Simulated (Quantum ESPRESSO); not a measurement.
# In in Quantum ESPRESSO: notebook

One slab, In, is run at these levels: PBE; tasks: work function.

All numbers are computed with Quantum ESPRESSO 7.5; they aren't measurements. Logs are shortened: lines on timing, memory, paths and dates and some standing lists are left out, and cuts for length are marked.

**1. The structure**

The cell holds a slab with vacuum, 5 atoms: a = 3.364 Å, b = 3.364 Å, c = 25.800 Å, α = 90.00°, β = 90.00°, γ = 120.00°.

The slab is cut from a database's or a generator's crystal, which needn't be the stable form of the element.

**2. Work function, PBE**

pw.in

```
&CONTROL
  calculation = 'scf'
  prefix = 'pwscf'
  outdir = './tmp'
  pseudo_dir = './pseudo'
  tprnfor = .true.
  disk_io = 'low'
/
&SYSTEM
  ibrav = 0
  celldm(1) = 8
  nat = 5
  ntyp = 1
  ecutwfc = 21
  nbnd = 43
  occupations = 'smearing'
  smearing = 'fd'
  degauss = 0.00367493
/
&ELECTRONS
  conv_thr = 5d-09
  electron_maxstep = 150
  mixing_beta = 0.3
  mixing_mode = 'local-TF'
/
ATOMIC_SPECIES
In   114.8180 In.upf
CELL_PARAMETERS alat
  0.7945929533796  -0.0000000000000   0.0000000000000
 -0.3972964766944   0.6881376832975   0.0000000000000
  0.0000000000000   0.0000000000000   6.0942978619522
ATOMIC_POSITIONS crystal
In     0.0000000000    0.0000000000    0.2907009605
In     0.3333333300    0.6666666600    0.3953504802
In     0.0000000000    0.0000000000    0.5000000000
In     0.6666666700    0.3333333400    0.6046495198
In     0.0000000000    0.0000000000    0.7092990395
K_POINTS automatic
9 9 1 0 0 0
```

pp_density.in

```
&INPUTPP
  prefix = 'pwscf'
  outdir = './tmp'
  filplot = 'density.dat'
  plot_num = 0
/
&PLOT
  nfile = 1
  filepp(1) = 'density.dat'
  iflag = 3
  output_format = 6
  fileout = 'density.cube'
/
```

pp_potential.in

```
&INPUTPP
  prefix = 'pwscf'
  outdir = './tmp'
  filplot = 'potential.dat'
  plot_num = 11
/
&PLOT
  nfile = 1
  filepp(1) = 'potential.dat'
  iflag = 3
  output_format = 6
  fileout = 'potential.cube'
/
```

pp_elf.in

```
&INPUTPP
  prefix = 'pwscf'
  outdir = './tmp'
  filplot = 'elf.dat'
  plot_num = 8
/
&PLOT
  nfile = 1
  filepp(1) = 'elf.dat'
  iflag = 3
  output_format = 6
  fileout = 'elf.cube'
/
```

Potentials or basis: PseudoDojo 0.4.1 SR PBE standard.

Command:

```bash
$ OMP_NUM_THREADS=1 mpirun -n 2 pw.x -nk 2 -in pw.in > pw.out
$ OMP_NUM_THREADS=1 mpirun -n 1 pp.x -in pp_density.in > pp_density.out
$ OMP_NUM_THREADS=1 mpirun -n 1 pp.x -in pp_potential.in > pp_potential.out
$ OMP_NUM_THREADS=1 mpirun -n 1 pp.x -in pp_elf.in > pp_elf.out
```

pw.out:

```text
This program is part of the open-source Quantum ESPRESSO suite
     for quantum simulation of materials; please cite
[... 13 lines left out ...]
     --------------------
     sticks:   dense  smooth     PW     G-vecs:    dense   smooth      PW
     Sum         241     241     85                22247    22247    4137

     Using Slab Decomposition

     bravais-lattice index     =            0
     lattice parameter (alat)  =       8.0000  a.u.
     unit-cell volume          =    1706.1362 (a.u.)^3
     number of atoms/cell      =            5
     number of atomic types    =            1
     number of electrons       =        65.00
     number of Kohn-Sham states=           43
     kinetic-energy cutoff     =      21.0000  Ry
     charge density cutoff     =      84.0000  Ry
     scf convergence threshold =      5.0E-09
     mixing beta               =       0.3000
     number of iterations used =            8  local-TF  mixing
     Exchange-correlation= PBE
                           (   1   4   3   4   0   0   0)

     celldm(1)=   8.000000  celldm(2)=   0.000000  celldm(3)=   0.000000
     celldm(4)=   0.000000  celldm(5)=   0.000000  celldm(6)=   0.000000

     crystal axes: (cart. coord. in units of alat)
               a(1) = (   0.794593  -0.000000   0.000000 )
               a(2) = (  -0.397296   0.688138   0.000000 )
               a(3) = (   0.000000   0.000000   6.094298 )

     reciprocal axes: (cart. coord. in units 2 pi/alat)
               b(1) = (  1.258506  0.726599 -0.000000 )
               b(2) = (  0.000000  1.453198 -0.000000 )
               b(3) = ( -0.000000 -0.000000  0.164088 )

     PseudoPot. # 1 for In read from file:
     In.upf
     Pseudo is Norm-conserving + core correction, Zval = 13.0
     Generated using ONCVPSP code by D. R. Hamann
     Using radial grid of 1964 points,  6 beta functions with:
                l(1) =   0
                l(2) =   0
                l(3) =   1
                l(4) =   1
                l(5) =   2
                l(6) =   2

     atomic species   valence    mass     pseudopotential
     In               13.00   114.81800     In( 1.00)

     12 Sym. Ops., with inversion, found

   Cartesian axes

     site n.     atom                  positions (alat units)
         1        In     tau(   1) = (   0.0000000   0.0000000   1.7716182  )
         2        In     tau(   2) = (  -0.0000000   0.4587585   2.4093836  )
         3        In     tau(   3) = (   0.0000000   0.0000000   3.0471489  )
         4        In     tau(   4) = (   0.3972965   0.2293792   3.6849143  )
         5        In     tau(   5) = (   0.0000000   0.0000000   4.3226796  )

     number of k points=    12  Fermi-Dirac smearing, width (Ry)=  0.0037
                       cart. coord. in units 2pi/alat
        k(    1) = (   0.0000000   0.0000000   0.0000000), wk =   0.0246914
        k(    2) = (   0.0000000   0.1614664   0.0000000), wk =   0.1481481
        k(    3) = (   0.0000000   0.3229328   0.0000000), wk =   0.1481481
        k(    4) = (   0.0000000   0.4843992   0.0000000), wk =   0.1481481
        k(    5) = (   0.0000000   0.6458656   0.0000000), wk =   0.1481481
        k(    6) = (   0.1398340   0.2421996   0.0000000), wk =   0.1481481
        k(    7) = (   0.1398340   0.4036660   0.0000000), wk =   0.2962963
        k(    8) = (   0.1398340   0.5651324   0.0000000), wk =   0.2962963
        k(    9) = (   0.1398340   0.7265988   0.0000000), wk =   0.1481481
        k(   10) = (   0.2796680   0.4843992   0.0000000), wk =   0.1481481
        k(   11) = (   0.2796680   0.6458656   0.0000000), wk =   0.2962963
        k(   12) = (   0.4195020   0.7265988   0.0000000), wk =   0.0493827

     Dense  grid:    22247 G-vectors     FFT dimensions: (  20,  20, 144)

     Initial potential from superposition of free atoms

     starting charge      64.9805, renormalised to      65.0000

     negative rho (up, down):  1.843E-01 0.000E+00
     Starting wfcs are   45 randomized atomic wfcs

     Self-consistent Calculation

     iteration #  1     ecut=    21.00 Ry     beta= 0.30
     Davidson diagonalization with overlap
     ethr =  1.00E-02,  avg # of iterations =  5.7

     negative rho (up, down):  1.200E-01 0.000E+00

     total energy              =    -628.75584379 Ry
     estimated scf accuracy    <      16.40310721 Ry

     iteration #  2     ecut=    21.00 Ry     beta= 0.30
     Davidson diagonalization with overlap
     ethr =  1.00E-02,  avg # of iterations =  1.0

     negative rho (up, down):  2.601E-02 0.000E+00

     total energy              =    -622.23249298 Ry
     estimated scf accuracy    <       9.45753427 Ry

     iteration #  3     ecut=    21.00 Ry     beta= 0.30
     Davidson diagonalization with overlap
     ethr =  1.00E-02,  avg # of iterations =  2.0

     negative rho (up, down):  2.214E-02 0.000E+00

     total energy              =    -623.89867163 Ry
     estimated scf accuracy    <       0.08714540 Ry

     iteration #  4     ecut=    21.00 Ry     beta= 0.30
     Davidson diagonalization with overlap
     ethr =  1.34E-04,  avg # of iterations =  4.8

     negative rho (up, down):  1.208E-02 0.000E+00

     total energy              =    -623.90508752 Ry
     estimated scf accuracy    <       0.03882709 Ry

     iteration #  5     ecut=    21.00 Ry     beta= 0.30
     Davidson diagonalization with overlap
     ethr =  5.97E-05,  avg # of iterations =  4.3

     negative rho (up, down):  1.133E-02 0.000E+00

     total energy              =    -623.90692951 Ry
     estimated scf accuracy    <       0.00291919 Ry
[... 51 lines left out ...]
     iteration # 12     ecut=    21.00 Ry     beta= 0.30
     Davidson diagonalization with overlap
     ethr =  5.55E-09,  avg # of iterations =  2.9

     total energy              =    -623.90572652 Ry
     estimated scf accuracy    <       0.00000353 Ry

     iteration # 13     ecut=    21.00 Ry     beta= 0.30
     Davidson diagonalization with overlap
     ethr =  5.44E-09,  avg # of iterations =  2.0

     total energy              =    -623.90573449 Ry
     estimated scf accuracy    <       0.00000123 Ry

     iteration # 14     ecut=    21.00 Ry     beta= 0.30
     Davidson diagonalization with overlap
     ethr =  1.89E-09,  avg # of iterations =  2.0

     total energy              =    -623.90573600 Ry
     estimated scf accuracy    <       0.00000012 Ry

     iteration # 15     ecut=    21.00 Ry     beta= 0.30
     Davidson diagonalization with overlap
     ethr =  1.77E-10,  avg # of iterations =  3.2

     total energy              =    -623.90573650 Ry
     estimated scf accuracy    <       0.00000004 Ry

     iteration # 16     ecut=    21.00 Ry     beta= 0.30
     Davidson diagonalization with overlap
     ethr =  5.87E-11,  avg # of iterations =  2.0

     End of self-consistent calculation

          k = 0.0000 0.0000 0.0000 (  2783 PWs)   bands (ev):

   -10.6920 -10.6135 -10.4317 -10.4317 -10.3784 -10.3784 -10.3579 -10.2674
   -10.2674 -10.1768 -10.1768 -10.1645 -10.1645 -10.1267 -10.1267 -10.0818
   -10.0488 -10.0488  -9.8595  -9.6190  -9.6190  -9.4852  -9.4852  -8.7212
    -8.7212  -5.9771  -5.4769  -4.5607  -3.3249  -1.8804   1.1360   2.9878
     5.1916   6.8562   7.6881   7.7339   9.4669   9.8582  11.2783  11.2783
    11.6449  12.0414  12.3588

          k = 0.0000 0.1615 0.0000 (  2802 PWs)   bands (ev):

   -10.8978 -10.6433 -10.5956 -10.5715 -10.5249 -10.5103 -10.4963 -10.4872
   -10.3988 -10.3339 -10.3076 -10.3029 -10.2253 -10.1919 -10.1844 -10.1345
   -10.1225 -10.0494  -9.9477  -9.9125  -9.7904  -9.5679  -9.3886  -9.1669
    -9.0693  -5.7447  -5.2428  -4.3243  -3.0950  -1.6728   1.4145   3.2176
     5.3833   7.0577   7.8919   7.9182   9.2914   9.5828   9.7496  10.0380
    10.4483  10.5122  10.9006

          k = 0.0000 0.3229 0.0000 (  2794 PWs)   bands (ev):

   -10.8502 -10.7917 -10.7406 -10.6448 -10.6190 -10.5146 -10.3960 -10.3596
   -10.3308 -10.3080 -10.2375 -10.2128 -10.1381 -10.0789 -10.0739 -10.0541
    -9.9231  -9.7899  -9.7843  -9.7517  -9.5051  -9.3965  -9.2793  -9.1324
    -9.0288  -5.0341  -4.5297  -3.6227  -2.4199  -1.0775   2.2028   3.8369
     5.6636   6.2262   6.8321   7.1568   7.8123   8.2026   8.6066   8.6928
     9.1467   9.2835  10.2449

          k = 0.0000 0.4844 0.0000 (  2774 PWs)   bands (ev):

   -11.1760 -10.9191 -10.8041 -10.5703 -10.4905 -10.3676 -10.3114 -10.2288
   -10.1966 -10.1501 -10.0518  -9.9441  -9.9428  -9.7027  -9.6978  -9.6627
    -9.6199  -9.5863  -9.4715  -9.3483  -9.3159  -9.1030  -9.0164  -9.0150
    -8.8507  -3.8349  -3.3415  -2.4573  -1.3241  -0.1384   3.1005   3.1841
     3.6648   4.3706   5.0140   5.5302   6.5090   7.2461   8.0980   8.6121
     8.6610   9.3282   9.5850

          k = 0.0000 0.6459 0.0000 (  2760 PWs)   bands (ev):

   -11.2335 -11.0920 -10.7591 -10.3873 -10.3541 -10.2666 -10.2527 -10.1910
   -10.1453 -10.0029  -9.8867  -9.8555  -9.6310  -9.6196  -9.4829  -9.4435
    -9.3617  -9.3418  -9.2670  -9.1597  -9.0707  -8.8973  -8.8555  -8.7545
    -8.6453  -2.1984  -1.7552  -0.9502  -0.3027   0.1022   1.2686   1.7703
     2.1356   2.9129   3.9960   5.0868   6.3126   7.5281   7.7173   8.0996
     8.2622   9.0237   9.2737
[... 30 lines left out ...]
   -10.9370 -10.9089 -10.7191 -10.6450 -10.4880 -10.4131 -10.3192 -10.0384
   -10.0223  -9.9085  -9.7782  -9.7753  -9.6328  -9.5249  -9.3907  -9.3199
    -9.3125  -9.2829  -9.1878  -9.1329  -9.0684  -8.9942  -8.9370  -8.7715
    -8.7664  -1.3745  -1.1646  -0.4584  -0.3553  -0.1581   1.4166   1.5585
     2.2596   2.8510   3.4722   5.6364   5.9324   6.4947   6.5993   7.3493
     7.9914   8.2421   8.6621

          k = 0.2797 0.4844 0.0000 (  2767 PWs)   bands (ev):

   -10.8126 -10.7557 -10.6410 -10.5888 -10.4660 -10.3944 -10.3558 -10.2382
   -10.1795 -10.1148 -10.1146  -9.8886  -9.8176  -9.6890  -9.6046  -9.4746
    -9.3995  -9.3611  -9.3233  -9.2459  -9.1684  -9.0522  -9.0033  -8.9662
    -8.8169  -3.1237  -2.6305  -1.7593  -0.6883   0.3664   3.4050   3.4330
     3.9829   4.2206   4.5355   4.6548   5.7536   6.0293   6.2988   7.0351
     7.5359   8.0557   8.1021

          k = 0.2797 0.6459 0.0000 (  2756 PWs)   bands (ev):

   -10.9726 -10.8395 -10.5286 -10.4759 -10.4231 -10.3763 -10.2019 -10.0537
   -10.0439  -9.9379  -9.8340  -9.7830  -9.6946  -9.5689  -9.5489  -9.3853
    -9.3423  -9.2962  -9.2355  -9.1928  -9.1308  -8.9907  -8.9036  -8.8664
    -8.7939  -1.5750  -1.1449  -0.3781   0.1296   0.4050   2.0851   2.4588
     2.7430   3.4321   3.6734   4.5275   4.9101   5.2479   5.8448   6.2031
     7.0428   7.4164   8.4187

          k = 0.4195 0.7266 0.0000 (  2718 PWs)   bands (ev):

   -10.9104 -10.9104 -10.2652 -10.2643 -10.2643 -10.1482 -10.0330 -10.0330
    -9.4610  -9.4559  -9.3293  -9.3293  -9.1805  -9.1805  -9.1065  -9.1013
    -9.1013  -9.0020  -9.0020  -8.9427  -8.9427  -8.9288  -8.8752  -8.8327
    -8.8327  -0.2895  -0.1600  -0.1600   0.0282   0.2867   2.4100   2.4100
     3.0033   3.1427   3.1427   4.2050   4.2050   4.2701   5.3204   5.3204
     6.6112   8.0447   8.2544

     the Fermi energy is     3.4863 ev

!    total energy              =    -623.90573680 Ry
     estimated scf accuracy    <          2.6E-09 Ry
     smearing contrib. (-TS)   =      -0.00185552 Ry
     internal energy E=F+TS    =    -623.90388127 Ry

     The total energy is F=E-TS. E is the sum of the following terms:
     one-electron contribution =   -2999.01738418 Ry
     hartree contribution      =    1533.38479097 Ry
     xc contribution           =    -187.90196355 Ry
     ewald contribution        =    1029.63067549 Ry

     convergence has been achieved in  16 iterations

     Forces acting on atoms (cartesian axes, Ry/au):

     atom    1 type  1   force =     0.00000000    0.00000000    0.00805558
     atom    2 type  1   force =     0.00000000    0.00000000    0.00100941
     atom    3 type  1   force =     0.00000000    0.00000000    0.00000000
     atom    4 type  1   force =    -0.00000000   -0.00000000   -0.00100941
     atom    5 type  1   force =     0.00000000    0.00000000   -0.00805558

     Total force =     0.011481     Total SCF correction =     0.000737

=------------------------------------------------------------------------------=
   JOB DONE.
=------------------------------------------------------------------------------=
```

Run time: 17 s. Hardware: 2 MPI ranks of Arm Neoverse V2, shared host; peak memory 0.16 GiB.

The run converged, but some of its settings lie outside the range that counts as converged, so its numbers aren't taken as properties of the slab.

What came out:

| Property | Result |
| --- | --- |
| Free energy | -8488.6700 eV |
| Largest force | 0.207 eV/Å |
| Band gap on the k mesh | none (metal or under the smearing width) |

Caveat: the cutoff lies well under what these potentials need, so the values aren't converged.

[end of part 1 of 2]
